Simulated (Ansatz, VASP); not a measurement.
# C: VASP beside Ansatz

The input INCAR:

```
SYSTEM = C
ALGO     = Normal         ! electronic algorithm
EDIFF    = 1E-6           ! SCF threshold, eV
ENCUT    = 520            ! plane-wave cutoff, eV
GGA      = PE             ! functional
ISIF     = 2              ! what is computed and relaxed
ISMEAR   = 0              ! smearing method
IVDW     = 12             ! dispersion correction
LASPH    = .TRUE.         ! aspherical terms in the spheres
LCHARG   = .FALSE.        ! write CHGCAR
LREAL    = .FALSE.        ! projectors in reciprocal space
LWAVE    = .FALSE.        ! write WAVECAR
NBANDS   = 11             ! bands
NELM     = 80             ! most SCF steps
PREC     = Accurate       ! precision mode
SIGMA    = 0.05           ! smearing width, eV
```

Contents of KPOINTS:

```
k-points
0
G
  15 15 15
  0 0 0
```

File POSCAR:

```
C
1.0
    1.2324984681      0.7115833223      3.3613878357
   -1.2324984681      0.7115833223      3.3613878357
    0.0000000000     -1.4231666447      3.3613878357
C
2
Direct
    0.1722480123      0.1722480123      0.1722480123
    0.8277519877      0.8277519877      0.8277519877
```

Input for Ansatz:

```yaml
crystal:
  lattice:
    - [1.2324984681, 0.7115833223, 3.3613878357]
    - [-1.2324984681, 0.7115833223, 3.3613878357]
    - [0.0, -1.4231666447, 3.3613878357]
  atoms:
    - { symbol: C, position: [0.1722480123, 0.1722480123, 0.1722480123] }
    - { symbol: C, position: [0.8277519877, 0.8277519877, 0.8277519877] }
basis:
  ecutwfc: 520.0
kpoints:
  mp_grid: { grid: [15, 15, 15] }
hamiltonian:
  xc: pbe
  dispersion: d3bj
scf:
  occupations: { method: gaussian, width: 0.05 }
output:
  forces: true
  stress: true
  eigenvalues: true
```

Change from the starting cell: mode 4 frozen in at +0.057 Å, equal normal strain along x, y and z +0.0000.

Alike in both runs: task single point; functional PBE; dispersion D3(BJ); k mesh 15 × 15 × 15; occupations gaussian, width 0.05 eV; no spin polarisation.

|  | VASP | Ansatz |
| --- | --- | --- |
| version | VASP 6.6.1 | Ansatz 0.2.0 |
| potentials or method | VASP PAW PBE potentials, release 64 (C) | scalar-relativistic, plane waves, PAW |
| plane-wave cutoff (eV) | 520 | 520 |
| valence electrons in the cell | 8 | 8 |

VASP gave:

| Property | Result |
| --- | --- |
| gap on the k mesh at the Fermi level (eV) | 0.49 |
| least direct gap on the mesh (eV) | 0.49 |
| pressure (GPa) | -0.3 |
| largest component of the traceless stress (GPa) | 1.63 |
| rms of the force components (eV/Å) | 1.090 |

Question: Which values does Ansatz return?

Answer: gap on the k mesh at the Fermi level (eV): 0.49; least direct gap on the mesh (eV): 0.49; pressure (GPa): -0.7; largest component of the traceless stress (GPa): 1.11; rms of the force components (eV/Å): 1.094.

Atom by atom the forces differ by 0.004 eV/Å (rms over components).

Caveats: an odd mesh through Γ misses points on the zone boundary, where band edges often lie; forces of over 1 eV/Å show positions far from the minimum, so gaps and moduli don't describe the material at rest.
